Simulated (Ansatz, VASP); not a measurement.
## One calculation of Sb, two programs

```
Sb
1.0
     6.12295    0.00000    0.00000
     0.00000    8.65916    0.00000
     0.00000    0.00000   20.32958
Sb
12
Cartesian
  0.0000 2.1648 8.0000
  0.0000 6.4944 8.0000
  3.0615 2.1648 8.0000
  3.0615 6.4944 8.0000
  0.0000 4.3296 10.1392
  0.0000 0.0000 10.1392
  3.0615 4.3296 10.1392
  3.0615 0.0000 10.1392
  0.0000 6.4944 12.2777
  0.0000 2.1648 12.2777
  3.0615 6.4944 12.2777
  3.0615 2.1648 12.2777
```

Alike in both runs: functional PBE; dispersion D3(BJ); k mesh 3 × 2 × 1; occupations gaussian, width 0.1 eV; no spin polarisation.

Ansatz relaxed the structure, and its values are those at the end. VASP's run is a single point on that final structure, the one shown.

|  | VASP | Ansatz |
| --- | --- | --- |
| version | VASP 6.6.1 | Ansatz 0.2.0 |
| potentials or method | VASP PAW PBE potentials, release 64 (Sb) | scalar-relativistic, plane waves, PAW |
| plane-wave cutoff (eV) | 520 | 420 |
| valence electrons in the cell | 60 | 180 |

Ansatz gave:

| Item | Value |
| --- | --- |
| gap on the k mesh at the Fermi level (eV) | 0.06 |
| least direct gap on the mesh (eV) | 0.12 |

What did VASP give for the same quantities?

gap on the k mesh at the Fermi level (eV): 0.05; least direct gap on the mesh (eV): 0.12.

The two sets of potentials don't hold the same shells in valence.

Caveats: spin-orbit coupling is left out, which moves the levels of the heavy elements.
